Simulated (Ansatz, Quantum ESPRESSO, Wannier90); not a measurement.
# zigzag Si chain, bond 2.20 Å, width 1.6 Å: Wannier functions and conductance, part 5 of 5

How many channels does the wire offer, and does a small Wannier basis get them right? The wire: zigzag Si chain, bond 2.20 Å, width 1.6 Å.

Quantum ESPRESSO 7.5 and Wannier90 3.1.0; plane-wave DFT, PBE, GBRV ultrasoft pseudopotentials; cross-check by Ansatz 0.2.0 with PAW datasets.

So far. Step 2 (Self-consistent run): The run needed 11 iterations to bring the estimated error under 1e-07 Ry; the largest force on any atom, held or free, is 2.24 eV/Å. Step 6 (Localisation, bands and conductance): Bands and channels are those of the Wannier model: bands that were not projected, and all outside the frozen window, are missing or only approximate.

**12. Localisation, bands and conductance, with dis_win_max − E_F = -1.0**

Level of this step: maximally localised Wannier functions and ballistic conductance; plane-wave DFT, PBE, GBRV ultrasoft pseudopotentials (Wannier90).

One more run, with a changed input.

Contents of wan_bad.win:

```
num_wann = 8
num_bands = 18
num_iter = 200
num_print_cycles = 20
conv_tol = 1e-8
conv_window = 5
guiding_centres = true
dis_num_iter = 1500
dis_conv_tol = 1e-8
dis_win_min = -13.9648
dis_win_max = -3.9648
dis_froz_max = -1.4648
search_shells = 120
fermi_energy = -2.9648

transport = true
transport_mode = bulk
one_dim_axis = z
dist_cutoff = 18.02
dist_cutoff_mode = one_dim
tran_win_min = -4.0
tran_win_max = 2.0
tran_energy_step = 0.02

bands_plot = true
bands_num_points = 96
begin kpoint_path
G 0.0 0.0 0.0 Z 0.0 0.0 0.5
end kpoint_path

begin projections
Si:s;p
end projections

begin unit_cell_cart
ang
  9.0000000000 0.0000000000 0.0000000000
  0.0000000000 8.0000000000 0.0000000000
  0.0000000000 0.0000000000 3.0199337741
end unit_cell_cart

begin atoms_frac
  Si -0.0888888889 0.0000000000 0.0000000000
  Si 0.0888888889 0.0000000000 0.5000000000
end atoms_frac

mp_grid = 1 1 12
begin kpoints
  0.0 0.0 0.0000000000
  0.0 0.0 0.0833333333
  0.0 0.0 0.1666666667
  0.0 0.0 0.2500000000
  0.0 0.0 0.3333333333
  0.0 0.0 0.4166666667
  0.0 0.0 0.5000000000
  0.0 0.0 0.5833333333
  0.0 0.0 0.6666666667
  0.0 0.0 0.7500000000
  0.0 0.0 0.8333333333
  0.0 0.0 0.9166666667
end kpoints
```

Run with:

```sh
> OMP_NUM_THREADS=1 wannier90.x wan_bad > wan_bad.run.log
```

Numbers of over 12 decimals in the logs are rounded to 6 here.

The program printed:

```text
[banner, memory and clock lines left out]
+---------------------------------------------------+
             |                                                   |
             |                   WANNIER90                       |
             |                                                   |
             +---------------------------------------------------+
             |                                                   |
             |        Welcome to the Maximally-Localized         |
             |        Generalized Wannier Functions code         |
[...]
|  Wannier90 Developer Group:                       |
             |    Giovanni Pizzi    (EPFL)                       |
             |    Valerio Vitale    (Cambridge)                  |
             |    David Vanderbilt  (Rutgers University)         |
             |    Nicola Marzari    (EPFL)                       |
             |    Ivo Souza         (Universidad del Pais Vasco) |
             |    Arash A. Mostofi  (Imperial College London)    |
             |    Jonathan R. Yates (University of Oxford)       |
[...]
|  For the full list of Wannier90 3.x authors,      |
             |  please check the code documentation and the      |
             |  README on the GitHub page of the code            |
[...]
|  [ref] "Wannier90 as a community code:            |
             |        new features and applications",            |
             |        165902 (2020).                             |
[...]
|  in any publications arising from the use of      |
[...]
|  [ref] "Maximally Localized Generalised Wannier   |
             |         Functions for Composite Energy Bands"     |
             |         N. Marzari and D. Vanderbilt              |
             |         Phys. Rev. B 56 12847 (1997)              |
[...]
|  [ref] "Maximally Localized Wannier Functions     |
             |         for Entangled Energy Bands"               |
             |         I. Souza, N. Marzari and D. Vanderbilt    |
             |         Phys. Rev. B 65 035109 (2001)             |
[...]
| Copyright (c) 1996-2020                           |
             |        The Wannier90 Developer Group and          |
             |        individual contributors                    |
[...]
|      Release: 3.1.0        5th March    2020      |
[...]
| This program is free software; you can            |
             | redistribute it and/or modify it under the terms  |
             | of the GNU General Public License as published by |
             | the Free Software Foundation; either version 2 of |
[...]
|                        -----   --------------------                        |
 |                          1               2                                 |
 |                          5               2                                 |
 |                          8               2                                 |
[...]
| Completeness relation is fully satisfied [Eq. (B1), PRB 56, 12847 (1997)]  |
[...]
|                  b_k Vectors (Ang^-1) and Weights (Ang^2)                  |
 |                  ----------------------------------------                  |
 |            No.         b_k(x)      b_k(y)      b_k(z)        w_b           |
 |            ---        --------------------------------     --------        |
 |             1         0.000000    0.000000    0.173381    16.632886        |
 |             2         0.000000    0.000000   -0.173381    16.632886        |
 |             3         0.698132    0.000000    0.000000     1.025877        |
 |             4        -0.698132    0.000000    0.000000     1.025877        |
 |             5         0.000000    0.785398    0.000000     0.810569        |
 |             6         0.000000   -0.785398    0.000000     0.810569        |
[...]
|                           b_k Directions (Ang^-1)                          |
 |                           -----------------------                          |
 |            No.           x           y           z                         |
 |            ---        --------------------------------                     |
 |             1         0.000000    0.000000    0.173381                     |
 |             2         0.698132    0.000000    0.000000                     |
 |             3         0.000000    0.785398    0.000000                     |
[...]
Time to get kmesh              0.014 (sec)
 *============================================================================*
 |                              MEMORY ESTIMATE                               |
 |         Maximum RAM allocated during each phase of the calculation         |
 *============================================================================*
 |                        Disentanglement            0.56 Mb                  |
 |                            Wannierise:            0.25 Mb                  |
 |                          plot_wannier:            0.25 Mb                  |
 *----------------------------------------------------------------------------*

 Starting a new Wannier90 calculation ...

 Reading overlaps from wan_bad.mmn    :  Created on   at 18:49:42

 Reading projections from wan_bad.amn :  Created on   at 18:49:40

 Time to read overlaps          0.020 (sec)

 *------------------------------- DISENTANGLE --------------------------------*
 +----------------------------------------------------------------------------+
 |                              Energy  Windows                               |
 |                              ---------------                               |
 |                   Outer:  -13.96480  to   -3.96480  (eV)                   |
 |                   Inner:  -13.96480  to   -1.46480  (eV)                   |
 +----------------------------------------------------------------------------+
 Error at k-point    1 ndimwin  3 num_wann  8
 Exiting.......
 dis_windows: Energy window contains fewer states than number of target WFs
[the rest left out]
[key lines of the parts left out:]
|  Fermi energy (eV)                         :            -2.965             |
```

The job ended after 0.48 s (1 MPI rank of Arm Neoverse V1, shared host; peak memory 0.09 GiB).

The program refused the input before any cycle.

The fault put into the input: an outer window with too few states (dis_win_max − E_F = -1.0).

The outer window must hold at least num_wann states at every k: widen it, with enough bands computed to fill it.

**13. The same in Ansatz**

A second code with its own PAW datasets, on the same atoms.

Level of this step: plane-wave DFT, PBE, Ansatz PAW (Ansatz 0.2.0).

System of this step: zigzag Si chain, bond 2.20 Å, width 1.6 Å, 2 periods. The cell holds 4 atoms: 4 Si. Its edges and angles: a = 9.000 Å, b = 8.000 Å, c = 6.040 Å, α = 90.0°, β = 90.0°, γ = 90.0°. Vacuum lies along a and b. The structure's axis is c.

Contents of input.yaml:

```yaml
crystal:
  lattice:
    - [9.0, 0.0, 0.0]
    - [0.0, 8.0, 0.0]
    - [0.0, 0.0, 6.0398675482]
  atoms:
    - { symbol: Si, position: [-0.0888888889, 0.0, 0.0] }
    - { symbol: Si, position: [0.0888888889, 0.0, 0.25] }
    - { symbol: Si, position: [-0.0888888889, 0.0, 0.5] }
    - { symbol: Si, position: [0.0888888889, 0.0, 0.75] }
kpoints:
  mp_grid: { grid: [1, 1, 12] }
hamiltonian:
  xc: pbe
scf:
  occupations: { method: fermi_dirac, width: 0.05 }
  convergence: { dr2_threshold: 1.0e-08 }
output:
  transmission:
    leads: [[0, 0]]
    e_range: [-4.0, 2.0]
    de: 0.05
    kmesh: [1, 1]
    reduced_basis: true
```

Run with:

```sh
> ansatz run input.yaml --threads 2 --pin off --max-ram 4096MiB --backend cpu --events-out ev --progress --plain --runs-dir out
```

The program printed:

```text
Engine: ansatz 0.2.0, aarch64-unknown-linux-gnu
Pseudopotentials: kind: paw
Pseudopotential: Si, paw, valence charge 4, recommended cutoff 420 eV (normal), Si.paw.azcp
Functional definition: PBE
  parameter kappa = 0.804
  parameter beta = 0.066725
  exchange = pbe_x(kappa = kappa, mu = beta*pi^2/3)
  correlation = pbe_c(beta = beta)
Crystal: 4 atoms, lattice volume = 434.870 Å³
Basis set: ecut = 420 eV, 8505 PW (Γ)
Bands: 12, of which v1, the nominal top of the filled ones, is band 8 counted from 1 (7 counted from 0)
Symmetry: 16 space group operations
Space group: Pmma (ITA 51), of the structure as read, at distance tolerance 7.6e-5 Å
k-points: 7 of 12
Non-local potential: Si, projectors of the file, l = 0: 2, l = 1: 2, l = 2: 2
PAW form: soft (Blöchl's): semilocal exchange-correlation on the pseudo side does not see the compensation charge
PAW one-centre angular grid: Si, 110 points (default); XC on 64 Gauss nodes
Initial density: superposition of atomic densities (neutral atoms: chi_scale 0, normalization atom), corrected by the library's trained network
Initial wavefunctions: pseudopotential atomic-orbital guess
Functional: x = pbe(κ = 0.804, μ = 0.219515), c = pbe(β = 0.066725)
SCF iter   1: F=—  HF=-2536.190961 eV  |F-HF|=—  |Δ(HF+E_count)|=         —  Δρ=1.12e-3  dr2=6.00e-3  ethr=1.77e-3  ⟨swp⟩=7.9  Hψ=689  notcnv=0
preconditioner: auto → LDOS  [metal: Δε(μ)=0.086 eV  Ē_g=5.774 eV  σ=0.050 eV  W_gap=0.38  n_scr=30 (ndim 8)  ℏωp=7.1 eV  f_vac=0.567  D(μ)=4.51/eV (n_scr^D=18)  β→1.0]
SCF iter   2: F=—  HF=-2536.197430 eV  |F-HF|=—  |Δ(HF+E_count)|=   6.47e-3  Δρ=4.69e-4  dr2=2.04e-3  ethr=3.75e-5  ⟨swp⟩=2.1  Hψ=223  notcnv=0
SCF iter   3: F=—  HF=-2536.197034 eV  |F-HF|=—  |Δ(HF+E_count)|=   3.96e-4  Δρ=1.45e-4  dr2=1.69e-4  ethr=1.27e-5  ⟨swp⟩=2.0  Hψ=132  notcnv=0
SCF iter   4: F=—  HF=-2536.197065 eV  |F-HF|=—  |Δ(HF+E_count)|=   3.08e-5  Δρ=3.69e-5  dr2=1.08e-5  ethr=1.06e-6  ⟨swp⟩=2.3  Hψ=130  notcnv=0
SCF iter   5: F=—  HF=-2536.197067 eV  |F-HF|=—  |Δ(HF+E_count)|=   2.61e-6  Δρ=6.13e-6  dr2=2.28e-7  ethr=6.73e-8  ⟨swp⟩=2.3  Hψ=137  notcnv=0
SCF iter   6: F=—  HF=-2536.197094 eV  |F-HF|=—  |Δ(HF+E_count)|=   2.63e-5  Δρ=9.49e-7  dr2=5.46e-9  ethr=6.25e-11  ⟨swp⟩=2.4  Hψ=310  notcnv=0
SCF iter   7: F=-2536.197094 eV  HF=-2536.197094 eV  |F-HF|=5.28e-11  |Δ(HF+E_count)|=   8.67e-9  Δρ=1.17e-7  dr2=1.22e-10  ethr=3.41e-11  ⟨swp⟩=1.0  Hψ=242  notcnv=0
SCF 1 converged in 7 iterations: F = -2536.197094 eV  dr2 = 1.22e-10
  greatest PAW one-centre occupation: 0.717 electrons in one spin orbital (limit 2), on the Si atom at site 3 (counted from 0), in its partial waves of l = 0
transmission: 8 of 48 steps passed
transmission: 16 of 48 steps passed
[...]
transmission: 48 of 48 steps passed
SCF converged after 7 iterations
Free energy (F): -2536.197094 eV
Harris-Foulkes:  -2536.197094 eV  (|F-HF|=5.28e-11)
Internal energy: -2536.159935 eV  (E = F + TS)
E sigma→0 (E₀):  -2536.178514 eV
Entropy (-TS):   -0.037159 eV (-9.290 meV/atom)
Fermi energy:    -2.937910 eV
--- Per-component energies (eV) ---
  E_band       = -112.701599
  E_kinetic    = 151.734988
  E_local      = -862.095213  (includes V_loc(G=0)·N_el)
  E_nonlocal   = 107.586629
  E_hartree    = 338.142681
  E_xc         = -215.197078
  E_vxc        = -178.653719  (∫ρ·V_xc dr)
  E_paw        = -2048.800098  (= ΣΔE_a)
  E_vpaw       = -7.559957  (= ΣTr[D̂ρ^β])
  E_aug_tail   = 0.000031  (compensation charges beyond the density's cutoff)
  E_ewald      = -7.531875
  E_smearing   = -0.037159  (= −TS)
  E_closure    = 0.000000  (closes the sum)
  Σ components = -2536.197094   (vs F -2536.197094, Δ=0.00e0)
--- Band table (eV; the first three rows and the last of 7) ---
  k-point 0: bands = [... 4 lower, -5.0584, -3.9789, -3.9789, -3.2331, -1.5310, -1.5310, -0.5666, -0.4714]
  k-point 1: bands = [... 4 lower, -5.0327, -4.4806, -3.4771, -3.2125, -2.0536, -1.0032, -0.7775, -0.5457]
  k-point 2: bands = [... 4 lower, -4.9578, -4.9556, -3.1515, -3.0172, -2.5512, -1.4909, -0.5072, -0.4838]
  k-point 6: bands = [... 4 lower, -5.0202, -5.0202, -4.1384, -4.1384, -2.6172, -2.6172, 0.0453, 0.0453]
--- Transmission ---
  basis      : 629 plane waves across, 8 finite elements along
  points     : 1, standing for a mesh of 1 x 1
  energies   : 121 from -4.000000 to 2.000000 eV about the Fermi level, 0.050000 eV apart; the leads are filled to 0.000000 eV, and channels, transmission and decay are at 0.000000 eV
  crystal 0  : Si4, at the sites [0, 0], period 6.0399 Å: whole cells are its period
    offset         : up to 0.0000 Å between an atom of the period and one for which it stands
    channels       : 4.000000e0 a spin
    conductance    : none, the energies end too early or step too widely for 300 K: set another output.transmission.e_range or a lower de, or, where they end at an eighth of basis.ecutwfc, a higher one
```

Elapsed: 59 s, on 2 threads; peak memory 0.58 GiB.

Read from the output:

- free energy: -2536.1971 eV
- energy at zero smearing: -2536.1785 eV
- smearing term TS: 0.03716 eV
- Fermi energy: -2.938 eV
- symmetry operations: 16
- lead channels at the Fermi level, one spin: 4

Per spin. The open channels by energy, zero at the Fermi level:

| energy (eV) | open channels |
| --- | --- |
| -4.0000 | 2 |
| -3.7500 | 2 |
| -3.5000 | 0 |
| -3.2500 | 0 |
| -3.0000 | 0 |
| -2.7500 | 2 |
| -2.5000 | 2 |
| -2.2500 | 2 |
| -2.0000 | 3 |
| -1.7500 | 3 |
| -1.5000 | 3 |
| -1.2500 | 3 |
| -1.0000 | 3 |
| -0.7500 | 3 |
| -0.5000 | 3 |
| -0.2500 | 4 |
| 0.0000 | 4 |
| 0.2500 | 4 |
| 0.5000 | 2 |
| 0.7500 | 2 |
| 1.0000 | 2 |
| 1.2500 | 2 |
| 1.5000 | 2 |
| 1.7500 | 2 |
| 2.0000 | 2 |

**14. Worked from the printed numbers**

4 channels × 77.48 µS = 310 µS, a two-terminal resistance of 12.906/4 = 3.23 kΩ whatever the wire's length, as long as nothing scatters.

**15. Summary of results**

```yaml
open_channels_at_the_fermi_level_per_spin: 4
total_spread: 15.7 Å²
gauge_invariant_spread: 12.7 Å²
largest_band_misfit_in_the_frozen_window: 0.0153 eV
channels_at_the_fermi_level_by_ansatz: 4
```

What this shows: The wire offers 4 channels per spin at the Fermi level. Between -4 and 1.5 eV the channel count from Wannier functions equals that from Ansatz's layer matching at 98 % of the energies; outside the frozen window the Wannier bands are not held to the plane-wave ones. Each plane-wave level in the frozen window has a Wannier level within 0.02 eV; this test doesn't see extra bands that a model may add. The wire is perfect, so the conductance only counts bands: each channel, with its partner of the other spin, carries G₀ = 2e²/h. It was run without spin polarisation, which was not tested. It is as built, with forces up to 2.2 eV/Å; relaxing the bonds would move the band edges.

[Logs are printed without paths, hosts, clocks, repeated set-up lines and the standing remarks that a program may print on its own settings, such as how far it seeks lower states.]

[Hosts, paths, dates, database ids (printed as entryN), source tags and the programs' standing remarks are cut or masked in the printed files.]

[Maps of the electrostatic potential energy from Ansatz leave out the sawtooth potential of an applied field or a dipole correction, so their vacuum need not be flat; planar profiles and work functions include it.]
